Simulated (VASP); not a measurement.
Input of a VASP 6.6.1 run:

INCAR

```
PREC = Accurate ; ENCUT = 600
EDIFF = 1E-6 ; ISMEAR = 0
SIGMA = 0.1 ; LREAL = F
LASPH = T ; NELM = 60
ALGO = Normal ; ISIF = 3
LWAVE = F ; LCHARG = F
GGA = PE ; IBRION = 2
NSW = 40 ; EDIFFG = -0.02
```

Contents of KPOINTS:

```
Automatic mesh
0
Gamma
  5 5 5
```

The input POSCAR:

```
Nb3Sn
5.2821
    1.000000000000      0.000000000000      0.000000000000
    0.000000000000      1.000000000000      0.000000000000
    0.000000000000      0.000000000000      1.000000000000
Sn Nb
2 6
Direct
    0.5000000000      0.5000000000      0.5000000000
    0.0000000000      0.0000000000      0.0000000000
    0.0000000000      0.5000000000      0.2500000000
    0.0000000000      0.5000000000      0.7500000000
    0.5000000000      0.2500000000      0.0000000000
    0.7500000000      0.0000000000      0.5000000000
    0.5000000000      0.7500000000      0.0000000000
    0.2500000000      0.0000000000      0.5000000000
```

Potentials or basis: VASP PAW PBE potentials, release 54 (Sn_d, Nb_sv).

Run with:

```bash
$ cat potpaw_PBE.54/Sn_d/POTCAR potpaw_PBE.54/Nb_sv/POTCAR > POTCAR
$ mpirun -np 1 vasp_std > vasp.out
```

Task: Predict the relaxed cell.

Result: a = 5.318 Å, b = 5.318 Å, c = 5.318 Å, α = 90.00°, β = 90.00°, γ = 90.00°.

Task: What does it give for the band gap on the k mesh?

Result: None (metal or under the smearing width).

Task: What does it give for the relaxed volume?

Result: 18.80 Å³/atom.

Task: Predict the space group after relaxing (to 0.05 Å).

Result: Pm-3n (No. 223).

Final structure:
```
Sn Nb
1.0
     5.31799    0.00000    0.00000
     0.00000    5.31799    0.00000
     0.00000    0.00000    5.31799
Sn Nb
2 6
Cartesian
  2.6590 2.6590 2.6590
  0.0000 0.0000 0.0000
  0.0000 2.6590 1.3295
  0.0000 2.6590 3.9885
  2.6590 1.3295 0.0000
  3.9885 0.0000 2.6590
  2.6590 3.9885 0.0000
  1.3295 0.0000 2.6590
```

PBE usually gives volumes a little too large and moduli too small. Zero-point motion and thermal expansion aren't in these numbers.
